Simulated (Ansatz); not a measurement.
**SiNi: further runs on the relaxed cell**

One table from this session's results is given with a row withheld; the runs are named, their logs left out.

Method: DFT r2SCAN, scalar-relativistic, plane waves, PAW, in Ansatz 0.2.0.

2 further runs of the same task are left out: 2 set aside as unsound or not needed. Runs told in other sessions of the task aren't counted.

## Starting point

Symmetry: P2_13, No. 198, cubic system. The conventional cell has a = 4.465 Å, b = 4.465 Å, c = 4.465 Å, α = 90.00°, β = 90.00°, γ = 90.00°. Si (site symmetry 3) is surrounded by 7 Ni at 2.33 to 2.42 Å. Around Ni (site symmetry 3) lie 7 Si at 2.33 to 2.42 Å.

Structure file:

```xyz
8
Lattice="4.4648 0.0000 0.0000 0.0000 4.4648 0.0000 0.0000 0.0000 4.4648" Properties=species:S:1:pos:R:3 pbc="T T T"
Si    3.7813    3.7813    3.7813
Si    2.9159    0.6835    1.5489
Si    1.5489    2.9159    0.6835
Si    0.6835    1.5489    2.9159
Ni    0.6640    0.6640    0.6640
Ni    1.5684    3.8008    2.8964
Ni    2.8964    1.5684    3.8008
Ni    3.8008    2.8964    1.5684
```

It is the result of an earlier relaxation at this level (volume 11.13 Å³/atom; gap on the mesh: none (metal)).

Set-up of the first run:

The input, input.yaml:

```yaml
crystal:
  lattice:
    - [4.4197126855, 0.0, 0.0]
    - [0.0, 4.4197126855, 0.0]
    - [0.0, 0.0, 4.4197126855]
  atoms:
    - { symbol: Si, position: [0.8469210548, 0.8469210548, 0.8469210548] }
    - { symbol: Si, position: [0.6530789452, 0.1530789452, 0.3469210548] }
    - { symbol: Si, position: [0.3469210548, 0.6530789452, 0.1530789452] }
    - { symbol: Si, position: [0.1530789452, 0.3469210548, 0.6530789452] }
    - { symbol: Ni, position: [0.1487251934, 0.1487251934, 0.1487251934] }
    - { symbol: Ni, position: [0.3512748066, 0.8512748066, 0.6487251934] }
    - { symbol: Ni, position: [0.6487251934, 0.3512748066, 0.8512748066] }
    - { symbol: Ni, position: [0.8512748066, 0.6487251934, 0.3512748066] }
basis:
  ecutwfc: 500
kpoints:
  mp_grid: { grid: [8, 8, 8] }
hamiltonian:
  xc: r2scan
scf:
  occupations: { method: gaussian, width: 0.1 }
output:
  forces: true
  stress: true
  eigenvalues: true
  write_density: true
  write_potential: true
  elf: true
  volumetric_format: npy
relax:
  adjacent_minimum: "off"
  f_tol: 0.01
  max_steps: 30
```

The run is started by

```console
$ ansatz run input.yaml --threads 2 --pin off --max-ram 5120MiB --backend cpu --events-out ev --progress --plain --runs-dir out
```

Among the steps run: The cell scaled to 0.97 of its volume; The cell scaled to 1.03 of its volume; The cell scaled to 0.94 of its volume; The cell scaled to 1.06 of its volume; Volume × 0.91; The cell scaled to 1.10 of its volume; The cell scaled to 0.88 of its volume.

One table of the session follows, with a row left open; its other results are not shown here.

It belongs to the step «Energy against volume». 

```
volume (Å³/atom)  energy above the lowest point (meV/atom)  pressure (GPa)
           9.790                                     130.0           35.24
          10.124                                      68.7           24.03
          10.458                                         ?               ?
          10.792                                       6.8            6.67
          11.126                                       0.0            0.01
          11.459                                       6.0           -5.58
          11.793                                      22.6          -10.24
          12.238                                      58.3          -15.17
```

Q: Estimate the row for volume (Å³/atom) = 10.458 from the others.

Worked estimate for «energy above the lowest point (meV/atom)». A straight line through the neighbours (10.124, 68.7) and (10.792, 6.8) gives 68.7 + (6.8 − 68.7) × (10.458 − 10.124) / (10.792 − 10.124) = 37.8; a parabola fitted to 4 rows on both sides gives 28.7.

As computed: energy above the lowest point (meV/atom): 28.7; pressure (GPa): 14.60. In «energy above the lowest point (meV/atom)» the line misses by +9.1 and the parabola by 0.0.

To keep in mind: Spin polarisation is off in the runs that give these values; a magnetic solution could lie lower. Warnings in the runs' records: stress scf threshold loose.
